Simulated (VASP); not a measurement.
**ZnSe: relaxation of cell and atoms with PBEsol**

The system is ZnSe.

```
Zn Se
1.0
     0.00000    2.83380    2.83380
     2.83380    0.00000    2.83380
     2.83380    2.83380    0.00000
Zn Se
1 1
Direct
  0.00000 0.00000 0.00000
  0.25000 0.25000 0.25000
```

```
Program                : VASP 6.6.1
Task                   : relaxation of cell and atoms
Functional             : PBEsol
Potentials or basis    : VASP PAW PBE potentials, release 64 (Zn, Se)
Cutoff                 : 600 eV
k mesh                 : 8 × 8 × 8
Occupations            : gaussian, width 0.03 eV
Spin                   : no spin polarisation
Further INCAR settings : ALGO = Normal; EDIFF = 1e-06; IBRION = 2; EDIFFG = -0.01; NSW = 90; ISIF = 3
```

- Relaxed volume: 22.44 Å³/atom
- Relaxed cell: a = 3.989 Å, b = 3.989 Å, c = 3.989 Å, α = 60.00°, β = 60.00°, γ = 60.00°
- Space group after relaxing (to 0.05 Å): F-43m (No. 216)
- Energy gained by relaxing: 0.9 meV/atom
- Ionic steps: 3
- Pressure after relaxing: 0.0 GPa
- Band gap on the k mesh: 1.23 eV, direct

The path:
```csv
step,energy change (eV),largest force (eV/Å),pressure (GPa),volume (Å³)
1,0.0000,0.0000,-0.91,45.51
2,-0.0017,0.0000,0.45,44.67
3,-0.0019,0.0000,0.01,44.88
```

Final structure:
```
Zn Se
1.0
     0.00000    2.82066    2.82066
     2.82066    0.00000    2.82066
     2.82066    2.82066    0.00000
Zn Se
1 1
Direct
  0.00000 0.00000 0.00000
  0.25000 0.25000 0.25000
```

Levels at points of the mesh, in eV from the valence-band top:
```
           k point  band 5  band 6  band 7  band 8  band 9  band 10  band 11  band 12  band 13
(0.00, 0.00, 0.00)   -6.23   -6.23    0.00    0.00    0.00     1.23     5.73     5.73     5.73
(0.50, 0.00, 0.00)   -6.21   -6.06   -5.37   -0.90   -0.90     2.47     6.30     6.30     8.44
(0.50, 0.50, 0.00)   -6.17   -6.04   -4.85   -2.26   -2.26     2.81     3.37    10.71    11.27
```

Run time: 15 s on 1 thread of Intel(R) Xeon(R) 6975P-C (Granite Rapids), on a shared host, peak memory 0.19 GiB.

Caveat: the PAW data sets were made with another functional, which shifts forces and pressure a little. As with any semilocal functional, this PBEsol gap is likely too small.
